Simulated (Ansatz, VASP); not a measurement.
Two plane-wave programs on AlN

The input INCAR:

```
SYSTEM = AlN
  PREC = Accurate
  ENCUT = 520
  EDIFF = 1E-7
  ISMEAR = 0
  SIGMA = 0.02
  LREAL = .False.
  LASPH = .True.
  NELM = 100
  ALGO = Fast
  ISIF = 2
  LWAVE = .False.
  LCHARG = .True.
  GGA = PE
  LELF = .True.
  LVHAR = .True.
  NBANDS = 16
```

Contents of KPOINTS:

```
Automatic mesh
0
Gamma
  9 9 6
  0 0 0
```

POSCAR

```
AlN
1.0
    3.1062423183     -0.0777128337      0.0379853363
   -1.6204224474      2.6512402480      0.0379898077
    0.0607813800      0.1052847000      5.3466209000
Al N
2 2
Direct
    0.3396230296      0.6719551336     -0.0004259318
    0.6719551336      0.3396230296      0.4995740682
    0.3212919287      0.6671299081      0.3854259318
    0.6671299081      0.3212919287      0.8854259318
```

Input for Ansatz:

```yaml
crystal:
  lattice:
    - [3.1062423183, -0.0777128337, 0.0379853363]
    - [-1.6204224474, 2.651240248, 0.0379898077]
    - [0.06078138, 0.1052847, 5.3466209]
  atoms:
    - { symbol: Al, position: [0.3396230296, 0.6719551336, -0.0004259318] }
    - { symbol: Al, position: [0.6719551336, 0.3396230296, 0.4995740682] }
    - { symbol: "N", position: [0.3212919287, 0.6671299081, 0.3854259318] }
    - { symbol: "N", position: [0.6671299081, 0.3212919287, 0.8854259318] }
basis:
  ecutwfc: 420
kpoints:
  mp_grid: { grid: [9, 9, 6] }
hamiltonian:
  xc: pbe
scf:
  occupations: { method: gaussian, width: 0.02 }
output:
  forces: true
  stress: true
  eigenvalues: true
```

Alike in both runs: task single point; functional PBE; k mesh 9 × 9 × 6; occupations gaussian, width 0.02 eV; no spin polarisation.

|  | VASP | Ansatz |
| --- | --- | --- |
| version | VASP 6.6.1 | Ansatz 0.2.0 |
| potentials or method | VASP PAW PBE potentials, release 64 (Al, N) | scalar-relativistic, plane waves, PAW |
| plane-wave cutoff (eV) | 520 | 420 |
| valence electrons in the cell | 16 | 16 |

|  | VASP | Ansatz | Ansatz less VASP |
| --- | --- | --- | --- |
| gap on the k mesh at the Fermi level (eV) | 3.56 | 3.55 | -0.004 |
| least direct gap on the mesh (eV) | 3.56 | 3.55 | -0.004 |
| pressure (GPa) | 1.4 | 1.6 | +0.21 |
| largest component of the traceless stress (GPa) | 21.46 | 21.33 | -0.127 |
| rms of the force components (eV/Å) | 1.081 | 1.075 | -0.0060 |

Atom by atom the forces differ by 0.006 eV/Å (rms over components). Ansatz warned: «structure_snapped_to_symmetry».

Caveats: forces of over 1 eV/Å show positions far from the minimum, so gaps and moduli don't describe the material at rest.
